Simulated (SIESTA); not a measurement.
TePb:

```
CELL_PARAMETERS angstrom
0.00000 3.23100 3.23100
3.23100 0.00000 3.23100
3.23100 3.23100 0.00000
ATOMIC_POSITIONS crystal
Pb 0.00000 0.00000 0.00000
Te 0.50000 0.50000 0.50000
```

Base run:

```yaml
Program: SIESTA 5.4.2
Functional: PBE
Potentials_or_basis: PseudoDojo 0.4 standard (PBE files)
Basis: SZ (energy shift 0.002 Ry)
Grid_cutoff: 500 Ry
Energy_shift: 0.002 Ry
k_mesh: 7 × 7 × 7
Occupations: fermi-dirac, width 0.05 eV
Spin: no spin polarisation
```

Its results: pressure 5.7 GPa.

Task: The run is repeated on the same cell with these changes: functional from PBE to OLYP; basis from SZ (energy shift 0.002 Ry) to DZP (energy shift 0.002 Ry; radii capped at 9.5 bohr). What comes out?

Result: Pressure 4.2 GPa.

Several settings changed at once, so the effect can't be laid on one alone.

Caveats: the basis of atomic orbitals isn't converged, which shifts pressures, moduli and gaps; the basis has no polarisation orbitals (some runs); semicore shells carry a single zeta, which can move pressures by several GPa and volumes by a few percent (some runs); the potentials were made for another functional, which shifts forces and pressure (some runs).
